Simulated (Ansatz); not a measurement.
# MnO (Cm) in Ansatz: notebook

One crystal, MnO, is run at these levels: PBE; tasks: relaxation of cell and atoms.

Everything below comes from runs of Ansatz 0.2.0. Logs are shortened: lines on timing, memory, paths and dates and some standing lists are left out, and cuts for length are marked.

### Step 1. Starting point

It takes space group Cm (No. 8, monoclinic). The conventional cell has a = 5.943 Å, b = 3.434 Å, c = 3.440 Å, α = 90.00°, β = 125.23°, γ = 90.00°. Around Mn (site symmetry m) lie 4 O at 2.10 Å. O (site symmetry m) is surrounded by 4 Mn at 2.10 Å.

The cell comes from a database or a generator and needn't be the stable form of this composition.

### Step 2. Relaxation of cell and atoms, PBE, collinear spin, ferromagnetic start

Contents of input.yaml:

```yaml
crystal:
  lattice:
    - [2.9712935166, -1.7169813801, 0.0]
    - [2.9712935166, 1.7169813801, 0.0]
    - [-1.9846287531, 0.0, 2.8103092467]
  atoms:
    - { symbol: Mn, position: [0.500199, 0.500199, 0.500665], spin: 4.0 }
    - { symbol: O, position: [0.7498025, 0.7498025, 0.249336] }
hamiltonian:
  xc: pbe
  pseudopotentials: { kind: paw }
magnetization:
  spin_polarized: true
kpoints:
  mp_grid: { grid: [7, 7, 7] }
scf:
  occupations: { method: fermi_dirac, width: 0.05 }
output:
  forces: true
  stress: true
  eigenvalues: true
  write_density: true
  write_potential: true
  elf: true
  volumetric_format: npy
relax:
  f_tol: 0.01
  max_steps: 40
  cell: { stress_tol: 0.05 }
```

Potentials or basis: Ansatz PAW.

Run with:

```bash
$ ansatz run input.yaml --threads 2 --pin off --max-ram 5632MiB --backend cpu --events-out ev --progress --plain --runs-dir out
```

The program printed:

```text
Warning: RAYON_NUM_THREADS=2 ignored (pool sized by the plan → 2); use --threads N
Engine: ansatz 0.2.0, aarch64-unknown-linux-gnu
Pseudopotentials: kind: paw
Pseudopotential: Mn, paw, valence charge 15, recommended cutoff 420 eV (normal), Mn.paw.azcp
Pseudopotential: O, paw, valence charge 6, recommended cutoff 420 eV (normal), O.paw.azcp
Functional definition: PBE
  parameter kappa = 0.804
  parameter beta = 0.06672455060314922
  exchange = pbe_x(kappa = kappa, mu = beta*pi^2/3)
  correlation = pbe_c(beta = beta)
Crystal: 2 atoms, lattice volume = 28.674 Å³
Basis set: ecut = 420 eV, 537 PW (Γ), exchange–correlation on 48×48×48 points (8 copies of the dense FFT grid, shifted against one another)
Bands: 17, of which v1, the nominal top of the filled ones, is band 11 counted from 1 (10 counted from 0)
Symmetry: 2 space group operations
Space group: Cm (ITA 8), of the structure as read, at distance tolerance 3.1e-5 Å
Magnetic group: BNS 8.32 (UNI 39), of the structure as read, at distance tolerance 3.1e-5 Å
k-points: 100 of 343 (time reversal used)
Non-local potential: Mn, projectors of the file, l = 0: 3, l = 1: 2, l = 2: 3, l = 3: 1
Non-local potential: O, projectors of the file, l = 0: 2, l = 1: 2, l = 2: 1
PAW form: soft (Blöchl's): semilocal exchange-correlation on the pseudo side does not see the compensation charge
PAW one-centre angular grid: Mn, 590 points (default); XC on 64 Gauss nodes
PAW one-centre angular grid: O, 110 points (default); XC on 64 Gauss nodes
Initial density: superposition of atomic densities (chi_scale 0.1, normalization cell, long waves kept (reshape's long-wave potential 0.00 eV rms))
Starting moments: Σ|m| = 4 μB on 1 of 2 sites
Initial wavefunctions: pseudopotential atomic-orbital guess
Functional: x = pbe(κ = 0.804, μ = 0.2195149727645171), c = pbe(β = 0.06672455060314922)
SCF iter   1: F=—  HF=-4466.487607 eV  |F-HF|=—  |Δ(HF+E_count)|=         —  Δρ=1.23e-1 (↑1.23e-1 ↓5.63e-2)  dr2=6.21e0  dr2_m=7.70e-1  M=4.590 μB ∫|m|=4.590 μB  β_m=0.30  ethr=3.10e-3  ⟨swp⟩=4.6  Hψ=14416  notcnv=0
Mixer restart at iter 1: flushing history
preconditioner: auto → Kerker (q_TF=auto, 2.590 Å⁻¹)  [metal: Δε(μ)=0.040 eV  Ē_g=11.354 eV  σ=0.050 eV  W_gap=0.20  n_scr=14 (ndim 8)  ℏωp=25.0 eV  f_vac=0.000  D(μ)=1.81/eV (n_scr^D=14)]
spin=Collinear: Kerker preconditioning applied to the charge; magnetization (m = ρ↑ − ρ↓) channel mixes plain (no charge-response kernel on spin).
SCF iter   2: F=—  HF=-4466.078544 eV  |F-HF|=—  |Δ(HF+E_count)|=   4.09e-1  Δρ=6.94e-2 (↑6.94e-2 ↓2.54e-2)  dr2=1.25e0  dr2_m=4.47e-1  M=4.775 μB ∫|m|=4.775 μB  β_m=0.43  ethr=3.10e-3  ⟨swp⟩=2.9  Hψ=8246  notcnv=0  defer=169
SCF iter   3: F=—  HF=-4466.138951 eV  |F-HF|=—  |Δ(HF+E_count)|=   6.04e-2  Δρ=2.82e-2 (↑2.82e-2 ↓1.68e-2)  dr2=2.48e-1  dr2_m=1.01e-1  M=4.922 μB ∫|m|=4.922 μB  β_m=0.62  ethr=3.10e-3  ⟨swp⟩=2.9  Hψ=6603  notcnv=0  defer=169
SCF iter   4: F=—  HF=-4466.163144 eV  |F-HF|=—  |Δ(HF+E_count)|=         —  Δρ=5.83e-3 (↑5.83e-3 ↓5.31e-3)  dr2=3.25e-2  dr2_m=6.01e-4  M=4.995 μB ∫|m|=4.995 μB  β_m=0.62  ethr=1.18e-3  ⟨swp⟩=2.2  Hψ=5714  notcnv=0  defer=173
Mixer restart at iter 4: flushing history
SCF iter   5: F=—  HF=-4466.171946 eV  |F-HF|=—  |Δ(HF+E_count)|=   8.80e-3  Δρ=3.12e-3 (↑3.02e-3 ↓3.12e-3)  dr2=1.09e-2  dr2_m=1.62e-4  M=4.995 μB ∫|m|=4.995 μB  β_m=0.81  ethr=1.55e-4  ⟨swp⟩=2.1  Hψ=5339  notcnv=0  defer=173
SCF iter   6: F=—  HF=-4466.179792 eV  |F-HF|=—  |Δ(HF+E_count)|=   7.85e-3  Δρ=1.45e-3 (↑1.45e-3 ↓8.94e-4)  dr2=1.09e-3  dr2_m=8.14e-5  M=4.995 μB ∫|m|=4.995 μB  β_m=0.80  ethr=5.18e-5  ⟨swp⟩=2.5  Hψ=5590  notcnv=0  defer=173
SCF iter   7: F=—  HF=-4466.180748 eV  |F-HF|=—  |Δ(HF+E_count)|=   9.56e-4  Δρ=7.82e-4 (↑7.82e-4 ↓4.40e-4)  dr2=3.23e-4  dr2_m=1.28e-5  M=4.996 μB ∫|m|=4.996 μB  β_m=0.81  ethr=5.19e-6  ⟨swp⟩=2.0  Hψ=6377  notcnv=0  defer=173
SCF iter   8: F=—  HF=-4466.180879 eV  |F-HF|=—  |Δ(HF+E_count)|=   1.32e-4  Δρ=2.07e-4 (↑1.66e-4 ↓2.07e-4)  dr2=5.40e-5  dr2_m=5.74e-7  M=4.996 μB ∫|m|=4.996 μB  β_m=0.91  ethr=1.54e-6  ⟨swp⟩=2.0  Hψ=4832  notcnv=0  defer=173
SCF iter   9: F=—  HF=-4466.181018 eV  |F-HF|=—  |Δ(HF+E_count)|=   1.39e-4  Δρ=9.01e-5 (↑9.01e-5 ↓6.85e-5)  dr2=3.74e-6  dr2_m=1.85e-7  M=4.997 μB ∫|m|=4.997 μB  β_m=0.91  ethr=2.57e-7  ⟨swp⟩=2.0  Hψ=4558  notcnv=0  defer=173
SCF iter  10: F=—  HF=-4466.181022 eV  |F-HF|=—  |Δ(HF+E_count)|=   3.81e-6  Δρ=2.41e-5 (↑2.06e-5 ↓2.41e-5)  dr2=4.77e-7  dr2_m=5.85e-9  M=4.997 μB ∫|m|=4.997 μB  β_m=0.95  ethr=1.78e-8  ⟨swp⟩=2.0  Hψ=4546  notcnv=0  defer=173
SCF iter  11: F=—  HF=-4466.181023 eV  |F-HF|=—  |Δ(HF+E_count)|=   6.01e-7  Δρ=7.94e-6 (↑7.94e-6 ↓5.33e-6)  dr2=4.42e-8  dr2_m=2.31e-9  M=4.997 μB ∫|m|=4.997 μB  β_m=0.98  ethr=2.27e-9  ⟨swp⟩=2.0  Hψ=4707  notcnv=0  defer=173
SCF iter  12: F=-4466.181023 eV  HF=-4466.181023 eV  |F-HF|=4.48e-9  |Δ(HF+E_count)|=   6.90e-8  Δρ=3.94e-6 (↑2.69e-6 ↓3.94e-6)  dr2=1.25e-8  dr2_m=3.49e-10  M=4.997 μB ∫|m|=4.997 μB  ethr=2.11e-10  ⟨swp⟩=7.7  Hψ=18521  notcnv=0
SCF 1 converged in 12 iterations: F = -4466.181023 eV  dr2 = 1.25e-8
[... 65 lines left out ...]
preconditioner: auto → none  [metal: Δε(μ)=0.065 eV  Ē_g=12.285 eV  σ=0.050 eV  W_gap=0.31  n_scr=0 (ndim 8)  ℏωp=25.5 eV  f_vac=0.027  D(μ)=0.31/eV (n_scr^D=0)]
SCF iter   2: F=—  HF=-4466.193697 eV  |F-HF|=—  |Δ(HF+E_count)|=   1.93e-8  Δρ=9.53e-6 (↑9.53e-6 ↓6.99e-6)  dr2=5.51e-8  dr2_m=7.81e-10  M=4.994 μB ∫|m|=4.994 μB  β_m=0.34  ethr=2.84e-10  ⟨swp⟩=2.0  Hψ=4707  notcnv=0
SCF iter   3: F=—  HF=-4466.193698 eV  |F-HF|=—  |Δ(HF+E_count)|=   7.90e-9  Δρ=3.69e-6 (↑3.69e-6 ↓3.19e-6)  dr2=2.50e-9  dr2_m=5.00e-10  M=4.994 μB ∫|m|=4.994 μB  β_m=0.67  ethr=2.62e-10  ⟨swp⟩=2.0  Hψ=4624  notcnv=0
SCF iter   4: F=—  HF=-4466.193698 eV  |F-HF|=—  |Δ(HF+E_count)|=   2.26e-8  Δρ=1.10e-6 (↑1.10e-6 ↓5.02e-7)  dr2=2.04e-10  dr2_m=8.85e-11  M=4.994 μB ∫|m|=4.994 μB  β_m=0.65  ethr=1.19e-11  ⟨swp⟩=2.3  Hψ=4924  notcnv=0
SCF iter   5: F=—  HF=-4466.193698 eV  |F-HF|=—  |Δ(HF+E_count)|=  9.28e-10  Δρ=5.32e-7 (↑5.32e-7 ↓3.68e-7)  dr2=1.37e-10  dr2_m=2.00e-11  M=4.994 μB ∫|m|=4.994 μB  β_m=0.73  ethr=1.00e-12  ⟨swp⟩=2.2  Hψ=5425  notcnv=0
SCF iter   6: F=—  HF=-4466.193698 eV  |F-HF|=—  |Δ(HF+E_count)|=  2.41e-10  Δρ=1.78e-7 (↑1.19e-7 ↓1.78e-7)  dr2=1.02e-11  dr2_m=3.21e-12  M=4.994 μB ∫|m|=4.994 μB  β_m=0.86  ethr=1.00e-12  ⟨swp⟩=2.1  Hψ=4695  notcnv=0
SCF iter   7: F=-4466.193698 eV  HF=-4466.193698 eV  |F-HF|=1.82e-12  |Δ(HF+E_count)|=  5.00e-11  Δρ=8.38e-8 (↑4.35e-8 ↓8.38e-8)  dr2=3.43e-12  dr2_m=3.03e-13  M=4.994 μB ∫|m|=4.994 μB  ethr=1.00e-12  ⟨swp⟩=3.5  Hψ=12092  notcnv=0
SCF 7 converged in 7 iterations: F = -4466.193698 eV  dr2 = 3.43e-12
relax step   7: F+E_penalty+E_count = -4466.19369752 eV  Δ(F+E_penalty+E_count) = +1.523e-4 eV  max|allowed force component| = 8.613e-5 eV/Å  Δτ_max = 0.0000 Å  P = -0.005 GPa  Ω = 27.654 Å³  stress off target by 6.41e-3 GPa  SCF on the basis re-selected at this cell (its energy is not comparable with the rows above)  (7 SCF iters)
basis re-selected at this cell: Δ(F+E_penalty+E_count) = +1.523e-4 eV, ΔP = -0.003 GPa vs the last step (what re-selecting the basis moved, of the pressure what is left beyond the Pulay correction that the steps carried, after the strain that the cell walked since its last selection, with what the two solves' SCF thresholds leave and, on support functions, any second-order correction that the steps lacked; it is no measure of the basis error at this ecutwfc). This SCF's stress stands 6.41e-3 GPa from its target on what of the cell is left free (relax.cell.stress_tol is 5.00e-2 GPa) and its largest allowed force component is 8.61e-5 eV/Å (relax.f_tol is 1.00e-2 eV/Å): within both
SCF converged after 7 iterations
Magnetization: 4.9942 μB (12.9971 up, 8.0029 down)
Absolute magnetization: 4.9942 μB (∫|ρ↑−ρ↓|, with the PAW one-centre terms)
Spin contamination: 0.0069 ħ² per cell (⟨S²⟩ above its minimum at these occupations)
Per-site moments (μB) at R_I (Å): [(3.977470614876168, 0.8574081097696181), (0.2189498696443026, 0.8574081097696181)]
Free energy (F): -4466.193698 eV
Harris-Foulkes:  -4466.193698 eV  (|F-HF|=1.82e-12)
Internal energy: -4466.191038 eV  (E = F + TS)
E sigma→0 (E₀):  -4466.192368 eV
Entropy (-TS):   -0.002660 eV (-1.330 meV/atom)
Fermi energy:    9.980148 eV
--- Per-component energies (eV) ---
  E_band       = -317.932328
  E_kinetic    = 472.337765
  E_local      = -2647.270615  (includes V_loc(G=0)·N_el)
  E_nonlocal   = 301.687971
  E_hartree    = 1067.324724
  E_xc         = -183.955150
  E_vxc        = -234.906912  (∫ρ·V_xc dr)
  E_paw        = -1465.008501  (= ΣΔE_a)
  E_vpaw       = -344.432331  (= ΣTr[D̂ρ^β])
  E_aug_tail   = 0.002414  (compensation charges beyond the density's cutoff)
  E_ewald      = -2011.309647
  E_smearing   = -0.002660  (= −TS)
  E_closure    = 0.000000  (closes the sum)
  Σ components = -4466.193698   (vs F -4466.193698, Δ=0.00e0)
--- Forces (eV/Å), atoms counted from 1 ---
  atom   1  Mn    -0.00001628     0.00000000    -0.00008560
  atom   2  O      0.00001626     0.00000000     0.00008666
  max |Σ_I F_I| component: 1.07e-6 eV/Å
--- Stress (GPa, compression-positive) ---
       -0.004612       0.000000       0.000307
        0.000000      -0.005304       0.000000
        0.000307       0.000000      -0.006359
  P = ⅓ Tr σ = -0.0054 GPa (-0.054 kbar)
--- Band table (eV; the first three rows and the last of 200) ---
  k-point 0 ↑: bands = ["-71.7292", "-40.4784", "-40.4784", "-40.4783", "-9.6201", "4.0065", "4.0069", "4.0070", "7.2073", "7.2074", "8.5057", "9.9973", "9.9974", "9.9976", "21.8986", "21.8998", "21.8999"]
  k-point 1 ↑: bands = ["-71.7288", "-40.4835", "-40.4792", "-40.4792", "-9.5380", "3.7205", "4.0756", "4.0757", "7.1825", "7.1825", "8.8969", "9.8875", "9.8876", "10.0257", "20.1788", "21.9933", "21.9934"]
  k-point 2 ↑: bands = ["-71.7279", "-40.4952", "-40.4810", "-40.4810", "-9.3523", "3.3544", "4.2144", "4.2145", "7.2064", "7.2064", "8.3499", "9.5789", "9.5789", "11.4376", "17.6213", "21.8201", "21.8206"]
  k-point 99 ↓: bands = ["-66.8767", "-35.7587", "-35.7343", "-35.7304", "-8.7336", "4.1616", "5.2783", "5.5108", "11.0701", "11.5704", "11.6488", "12.5835", "12.7794", "15.7869", "17.0500", "21.5543", "23.1358"]
--- Relaxed structure (5 steps of the walk, 5 accepted, 2 SCFs on fresh bases) ---
  F+E_penalty+E_count = -4466.19369752 eV   max|allowed force component| = 8.613e-5 eV/Å   (the final SCF, on the basis selected at the relaxed cell)
  cell:  # Å, volume = 27.6537 Å³
    - [2.9395026720036896, -1.697162857517674, 0.001921198009122384]
    - [2.9395026720036896, 1.697162857517674, 0.0019211980091223936]
    - [-1.961577450891619, 8.045163586806438e-18, 2.77028328346573]
  atoms:
    - { symbol: Mn, position: [0.5000077910682625, 0.5000077910682625, 0.5000200630136126] }
    - { symbol: O, position: [0.7499937089317376, 0.7499937089317376, 0.24998093698638743] }
```

Run time: 43 s. Hardware: 2 threads of Arm Neoverse V1, shared host; peak memory 0.4 GiB.

Results:

| Property | Result |
| --- | --- |
| Free energy | -4466.1937 eV |
| Relaxed volume | 13.83 Å³/atom |
| Relaxed cell | a = 3.394 Å, b = 3.394 Å, c = 3.394 Å, α = 120.00°, β = 120.00°, γ = 60.00° |
| Space group after relaxing (to 0.05 Å) | F-43m (No. 216) |
| Energy gained by relaxing | 6.3 meV/atom |
| Ionic steps | 7 |
| Pressure after relaxing | 0.0 GPa |
| Band gap on the k mesh | none (metal or under the smearing width) |
| Net moment | 4.99 μB per cell |
| Absolute moment | 4.99 μB per cell |
| Site moments | Mn +3.98; O +0.22 μB |

The path:
```
step  energy change (eV)  largest force (eV/Å)  volume (Å³)
   1              0.0000                0.0014        28.67
   2             -0.0130                0.0010        28.00
   3             -0.0153                0.0019        27.67
   4             -0.0152                0.0001        27.68
   5             -0.0127                0.0001        27.68
   6             -0.0128                0.0001        27.65
   7             -0.0127                0.0001        27.65
```

Final structure:
```yaml
crystal:
  lattice:
    - [2.93950, -1.69716, 0.00192]
    - [2.93950, 1.69716, 0.00192]
    - [-1.96158, 0.00000, 2.77028]
  atoms:
    - { symbol: Mn, position: [0.50001, 0.50001, 0.50002] }
    - { symbol: O, position: [0.74999, 0.74999, 0.24998] }
```

Caveat: the plane-wave basis is chosen anew once the cell has moved, so the energies of steps on either side of that aren't comparable; the pressure holds a Pulay correction of +0.5 GPa for the finite cutoff; a cell with one magnetic atom can't hold antiferromagnetic order, which such compounds often take; semilocal functionals often make such compounds metallic where correlation or magnetic order opens a gap, which also shifts bond lengths. With open d or f shells a metallic result of PBE can be an artefact of self-interaction; +U or a hybrid may open a gap.

[end of part 1 of 2]
